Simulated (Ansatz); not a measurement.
System: zinc-blende InN (metastable phase). Method: revPBE (Ansatz, an electronic-structure program, PAW).

Settings: plane-wave cutoff 520 eV, 12×12×12 k mesh, Fermi–Dirac smearing 0.01 eV, scalar-relativistic PAW data made under PBE.

Cell (relaxed at this level):

InN is taken in the cubic space group F-43m (No. 216), the zinc blende structure, Pearson symbol cF8. Lattice parameters: a = b = c = 5.080 Å, α = β = γ = 90.00°. In on 4a has 4 N at 2.200 Å (tetrahedral). N on 4d sees 4 In at 2.200 Å (tetrahedral). (Neighbours: up to the widest gap in distance over summed covalent radii, below 1.35, at either atom; cation-cation and far metal-metal contacts left out.)
(The calculation used a cell of 2 atoms; values per cell refer to that cell.)

Task: Predict the bulk modulus and pressure derivative B′ of the bulk modulus.

Result: 
bulk modulus: 115 GPa
pressure derivative B′ of the bulk modulus: 4.7

The run finds no gap.

Note: the gap of the solid is closed in this run; this level leaves the solid without a gap, although one is measured.

Spin–orbit coupling is not included; it can open a gap where bands touch, and shift volumes and moduli.

Computed values are for the static lattice.

Cost on a shared machine: very roughly 50 core-seconds.
